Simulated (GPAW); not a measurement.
MgB2, 3 atoms in the cell. It takes space group P6/mmm (No. 191, hexagonal). The conventional cell has a = 3.085 Å, b = 3.085 Å, c = 3.523 Å, α = 90.00°, β = 90.00°, γ = 120.00°. Mg (site symmetry 6/mmm) has 12 B at 2.51 Å as nearest neighbours. Around B (site symmetry -6m2) lie 3 B at 1.78 Å. 

| Item | Value |
| --- | --- |
| Program | GPAW 26.7.0 |
| Task | relaxation of cell and atoms |
| Functional | PBEsol |
| Potentials or basis | PAW data sets generated in the run's folder for this functional |
| Cutoff | 800 eV |
| Basis | pw |
| k mesh | 7 × 7 × 6 |
| Occupations | fermi-dirac, width 0.05 eV |
| Spin | no spin polarisation |
| Target pressure | 20 GPa |
| Maxiter | 150 |
| Optimizer | BFGS |
| Fmax | 0.02 eV/Å |
| Max steps | 60 |
| Target pressure | 20 GPa |
| Convergence | density=1e-05 forces=0.0001 |

Potentials or basis: PAW data sets generated in the run's folder for this functional, pw.

Launch:

```bash
$ gpaw-setup -f PBEsol B Mg
$ OMP_NUM_THREADS=1 python run.py
```

Hardware: 1 thread of Arm Neoverse V2 (shared host).

Q: How long does it take, and how much memory?

A: It took 63 s on 1 thread of Arm Neoverse V2, with other jobs on the host, peak memory 0.25 GiB. Counts: scf iterations 65, plane waves 1501, bands 17, k points 32, ion steps 8.
